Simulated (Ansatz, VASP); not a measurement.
## One calculation of Rb, two programs

INCAR

```
SYSTEM = Rb
PREC = Accurate ; ENCUT = 520
EDIFF = 1E-6 ; ISMEAR = -1
SIGMA = 0.1 ; LREAL = .False.
LASPH = .True. ; NELM = 100
ALGO = Normal ; ISIF = 2
LWAVE = .False. ; LCHARG = .False.
GGA = PS ; NBANDS = 10
```

KPOINTS

```
Automatic mesh
0
Gamma
  9 9 9
  0 0 0
```

File POSCAR:

```
Rb
1.0
    4.1865101884      0.0000000000      0.0000000000
    0.0000000000      4.1865101884      0.0000000000
    0.0000000000      0.0000000000      4.1865101884
Rb
1
Direct
    0.0000000000      0.0000000000      0.0000000000
```

Input for Ansatz:

```yaml
crystal:
  lattice:
    - [4.1865101884, 0.0, 0.0]
    - [0.0, 4.1865101884, 0.0]
    - [0.0, 0.0, 4.1865101884]
  atoms:
    - { symbol: Rb, position: [0.0, 0.0, 0.0] }
kpoints:
  mp_grid: { grid: [9, 9, 9] }
scf:
  occupations: { method: fermi_dirac, width: 0.1 }
hamiltonian:
  xc: pbesol
  pseudopotentials: { kind: all_electron, lapw: { basis_error: 0.001 } }
output:
  forces: true
  stress: true
  eigenvalues: true
  populations: true
```

Change from the starting cell: volume scaled by 0.78, LAPW.

Alike in both runs: task single point; functional PBEsol; k mesh 9 × 9 × 9; occupations fermi-dirac, width 0.1 eV; no spin polarisation.

```csv
,VASP,Ansatz
version,VASP 6.6.1,Ansatz 0.2.0
potentials or method,"VASP PAW PBE potentials, release 64 (Rb_sv)","all-electron LAPW, scalar-relativistic"
plane-wave cutoff (eV),520,see its input
```

|  | VASP | Ansatz | Ansatz less VASP |
| --- | --- | --- | --- |
| pressure (GPa) | 0.9 | 0.9 | 0.00 |

Ansatz ran all-electron here, so the differences hold the error of VASP's frozen core and of both bases.

Caveats: the PAW data sets were made with another functional, which shifts forces and pressure a little (VASP).
